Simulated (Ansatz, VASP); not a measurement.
**Cross-check of TiO2 between VASP and Ansatz**

One calculation is typed for both programs; each brings its own data sets and cutoff. How far apart do they land? The cell is the relaxed one of a volume series.

Calculated with Ansatz 0.2.0; plane waves, with VASP 6.6.1 beside it; zone-centre phonons at LDA.

### Step 1. Starting point

The structure is tetragonal, space group P4_2/mnm (No. 136). The conventional cell has a = 4.554 Å, b = 4.554 Å, c = 2.922 Å, α = 90.00°, β = 90.00°, γ = 90.00°. Nearest to Ti lie 6 O at 1.93 to 1.96 Å. O has 3 Ti at 1.93 to 1.96 Å nearest. Farther neighbours and most contacts between anions are not listed.

### Step 2. Ansatz: zone-centre phonons, LDA

Ansatz runs on its default PAW (the set named soft_2) files.

Second derivatives magnify differences that forces hide, and they need a tight electronic threshold.

The input, input.yaml:

```yaml
crystal:
  lattice:
    - [4.5537112665, 0.0, 0.0]
    - [0.0, 4.5537112665, 0.0]
    - [0.0, 0.0, 2.9223363891]
  atoms:
    - { symbol: Ti, position: [0.0, 0.0, 0.0] }
    - { symbol: Ti, position: [0.5, 0.5, 0.5] }
    - { symbol: O, position: [0.3038531375, 0.3038531375, 0.0] }
    - { symbol: O, position: [0.1961468625, 0.8038531375, 0.5] }
    - { symbol: O, position: [0.6961468625, 0.6961468625, 0.0] }
    - { symbol: O, position: [0.8038531375, 0.1961468625, 0.5] }
hamiltonian:
  xc: lda
  pseudopotentials: { kind: paw }
kpoints:
  mp_grid: { grid: [6, 6, 8] }
scf:
  occupations: { method: gaussian, width: 0.03 }
phonons:
  method: dfpt
  qpoints: [[0, 0, 0]]
```

The run is started by

```
ansatz run input.yaml --threads 4 --pin off --max-ram 9216MiB --backend cpu --events-out ev --progress --plain --runs-dir out
```

Numbers of over 12 decimals in the logs are rounded to 6 here.

What it wrote:

```text
zone centre: on kpoints.mp_grid the ground state, and the responses unless they are solved on pairs of k-points, stand on 100 of the mesh's 288 k-points, reduced under 2 symmetry operations, with k and −k counted as one. Each operation leaves every solved displacement unchanged or reverses it
Engine: ansatz 0.2.0, aarch64-unknown-linux-gnu
Pseudopotentials: kind: paw
Pseudopotential: Ti, paw, valence charge 12, recommended cutoff 420 eV (normal), Ti.paw.azcp
Pseudopotential: O, paw, valence charge 6, recommended cutoff 420 eV (normal), O.paw.azcp
Functional definition: SPW92
  exchange = slater_x
  correlation = pw_c
Crystal: 6 atoms, lattice volume = 60.598 Å³
Basis set: ecut = 420 eV, 1169 PW (Γ), exchange–correlation on 64×64×40 points (8 copies of the dense FFT grid, shifted against one another)
Bands: 30, of which v1, the nominal top of the filled ones, is band 24 counted from 1 (23 counted from 0)
Symmetry: 16 space group operations
k-points: 100 of 288 (irreducible under 2 space group operations, time reversal used)
Non-local potential: Ti, projectors of the file, l = 0: 3, l = 1: 2, l = 2: 3, l = 3: 1
Non-local potential: O, projectors of the file, l = 0: 2, l = 1: 2, l = 2: 1
PAW form: soft (Blöchl's): semilocal exchange-correlation on the pseudo side does not see the compensation charge
PAW frozen core: Ti, regenerated for the run's functional, and the local potential with it (the file was generated under x = pbe(κ = 0.804, μ = 0.219515), c = pbe(β = 0.066725))
PAW frozen core: O, regenerated for the run's functional, and the local potential with it (the file was generated under x = pbe(κ = 0.804, μ = 0.219515), c = pbe(β = 0.066725))
PAW one-centre angular grid: Ti, 590 points (default); XC on 64 Gauss nodes
PAW one-centre angular grid: O, 110 points (default); XC on 64 Gauss nodes
Initial density: superposition of atomic densities (neutral atoms: chi_scale 0, normalization atom), corrected by the library's trained network
Initial wavefunctions: pseudopotential atomic-orbital guess
Functional: x = slater, c = lda
SCF iter   1: F=—  HF=-7130.459045 eV  |F-HF|=—  |Δ(HF+E_count)|=         —  Δρ=2.32e-2  dr2=3.07e-1  ethr=1.77e-3  ⟨swp⟩=5.8  Hψ=12229  notcnv=0
preconditioner: auto → Resta (q_TF=auto, 2.624 Å⁻¹)  ε∞=9.3  [insulator: Δε(μ)=1.590 eV  Ē_g=9.363 eV  σ=0.030 eV  W_gap=1.00  n_scr=18 (ndim 8)  ℏωp=27.0 eV  f_vac=0.015  D(μ)=0.00/eV (n_scr^D=0)  ε∞_Penn≈9.3]
SCF iter   2: F=—  HF=-7130.409551 eV  |F-HF|=—  |Δ(HF+E_count)|=   4.95e-2  Δρ=1.19e-2  dr2=6.53e-2  ethr=6.39e-4  ⟨swp⟩=2.1  Hψ=5317  notcnv=0  defer=150
SCF iter   3: F=—  HF=-7130.397402 eV  |F-HF|=—  |Δ(HF+E_count)|=   1.21e-2  Δρ=3.75e-3  dr2=5.86e-3  ethr=1.36e-4  ⟨swp⟩=2.0  Hψ=4492  notcnv=0  defer=150
SCF iter   4: F=—  HF=-7130.395825 eV  |F-HF|=—  |Δ(HF+E_count)|=   1.58e-3  Δρ=7.82e-4  dr2=2.81e-4  ethr=1.22e-5  ⟨swp⟩=2.1  Hψ=5372  notcnv=0  defer=150
SCF iter   5: F=—  HF=-7130.395793 eV  |F-HF|=—  |Δ(HF+E_count)|=   3.18e-5  Δρ=1.34e-4  dr2=1.16e-5  ethr=5.85e-7  ⟨swp⟩=2.5  Hψ=4276  notcnv=0  defer=150
SCF iter   6: F=—  HF=-7130.395796 eV  |F-HF|=—  |Δ(HF+E_count)|=   2.25e-6  Δρ=5.00e-5  dr2=1.29e-6  ethr=2.42e-8  ⟨swp⟩=2.5  Hψ=5200  notcnv=0  defer=150
SCF iter   7: F=—  HF=-7130.395795 eV  |F-HF|=—  |Δ(HF+E_count)|=   6.30e-7  Δρ=8.56e-6  dr2=4.86e-8  ethr=2.68e-9  ⟨swp⟩=2.5  Hψ=4665  notcnv=0  defer=150
SCF iter   8: F=—  HF=-7130.395795 eV  |F-HF|=—  |Δ(HF+E_count)|=   2.38e-9  Δρ=2.43e-6  dr2=4.48e-9  ethr=1.01e-10  ⟨swp⟩=2.5  Hψ=5335  notcnv=0  defer=150
SCF iter   9: F=—  HF=-7130.395795 eV  |F-HF|=—  |Δ(HF+E_count)|=  5.69e-10  Δρ=4.37e-7  dr2=1.28e-10  ethr=9.34e-12  ⟨swp⟩=2.0  Hψ=3879  notcnv=0  defer=150
SCF iter  10: F=-7130.395795 eV  HF=-7130.395795 eV  |F-HF|=1.82e-12  |Δ(HF+E_count)|=  5.46e-12  Δρ=6.86e-8  dr2=2.92e-12  ethr=1.00e-12  ⟨swp⟩=9.8  Hψ=13883  notcnv=0
SCF 1 converged in 10 iterations: F = -7130.395795 eV  dr2 = 2.92e-12
  greatest PAW one-centre occupation: 0.999 electrons in one spin orbital (limit 2), on the Ti atom at site 1 (counted from 0), in its partial waves of l = 0
DFPT response loops at Γ: preconditioner auto → Resta (q_TF=auto, 2.624 Å⁻¹)  ε∞=5.7 (no band partly filled); β = 1.00, the filter's whole step (`scf.mixing.beta` (0.50) is not read by the response loops at its default; to damp them type it under 1.00, their step now; it binds the ground state too); Broyden in place of MSR1
SCF converged after 10 iterations
Free energy (F): -7130.395795 eV
Harris-Foulkes:  -7130.395795 eV  (|F-HF|=1.82e-12)
Internal energy: -7130.395795 eV  (E = F + TS)
E sigma→0 (E₀):  -7130.395795 eV
Fermi energy:    10.135885 eV
--- Per-component energies (eV) ---
  E_band       = -381.063045
  E_kinetic    = 1244.629547
  E_local      = -3040.821449  (includes V_loc(G=0)·N_el)
  E_nonlocal   = 211.963004
  E_hartree    = 1152.528663
  E_xc         = -486.145540
  E_vxc        = -619.900469  (∫ρ·V_xc dr)
  E_paw        = -2581.247052  (= ΣΔE_a)
  E_vpaw       = -482.001412  (= ΣTr[D̂ρ^β])
  E_aug_tail   = 0.010416  (compensation charges beyond the density's cutoff)
  E_ewald      = -3632.352970
  E_core_change = 1.039587  (= ΣΔE_core)
  E_smearing   = -0.000000  (= −TS)
  E_closure    = -0.000000  (closes the sum)
  Σ components = -7130.395795   (vs F -7130.395795, Δ=0.00e0)
--- Band table (eV; the first three rows and the last of 100) ---
  k-point 0: bands = [... 20 lower, 8.5207, 8.7438, 8.7438, 9.2147, 11.0571, 11.3340, 11.6380, 11.7537, ... 2 higher]
  k-point 1: bands = [... 20 lower, 7.8594, 8.4186, 8.4186, 9.1281, 11.4624, 11.5049, 11.5323, 11.9626, ... 2 higher]
  k-point 2: bands = [... 20 lower, 7.3880, 7.6613, 7.6613, 8.7009, 11.4574, 11.7940, 12.1105, 12.4183, ... 2 higher]
  k-point 99: bands = [... 20 lower, 7.8370, 7.8370, 8.5367, 8.5367, 11.8488, 11.8488, 12.4671, 12.4671, ... 2 higher]
--- Phonons (Γ-DFPT): 4 representative perturbations + reference, on 100 of 288 k-points (Σ response iterations 15) ---
  k mesh reduced under 2 symmetry operations, with k and −k counted as one. Each operation leaves every solved displacement unchanged or reverses it
  ASR residual: 1.397e-5 → 0.000e0 eV/Å²; symmetrization residual: 1.512e-6 eV/Å²
  ASR residual per site (eV/Å²): 8.11e-6 8.11e-6 1.40e-5 1.40e-5 1.40e-5 1.40e-5
  Γ frequencies (cm⁻¹): 0.00 0.00 0.00 86.85 97.21 120.02 120.02 141.12 378.85 378.85 384.91 419.35 458.06 458.06 482.23 482.23 603.10 812.45
  non-analytic LO–TO correction: not included (Born effective charges unavailable; polar crystals: no LO–TO splitting at Γ)
--- Phonons (arbitrary-q DFPT): 1 explicit q-point ---
  q = [0, 0, 0] (of the zone-centre solve; hermiticity 1.82e-7, symmetrization 4.21e-14): -0.00 0.00 0.00 86.85 97.21 120.02 120.02 141.12 378.85 378.85 384.91 419.35 458.06 458.06 482.23 482.23 603.10 812.45
  sum rule: each row above includes the acoustic sum rule's correction from the zone centre's row sums; it moved no ω² by more than (0.49 cm⁻¹)²
```

Wall time 25 s (4 threads of Arm Neoverse V1, shared host); peak memory 0.89 GiB.

(Continued in part 2 of 2.)

[Lines on the potential files, build, host, timing and source positions are cut from VASP's logs without a mark.]

[Logs are printed without paths, hosts, clocks, repeated set-up lines and the standing remarks that a program may print on its own settings, such as how far it seeks lower states.]

[Hosts, paths, dates, database ids (printed as entryN), source tags and the programs' standing remarks are cut or masked in the printed files.]
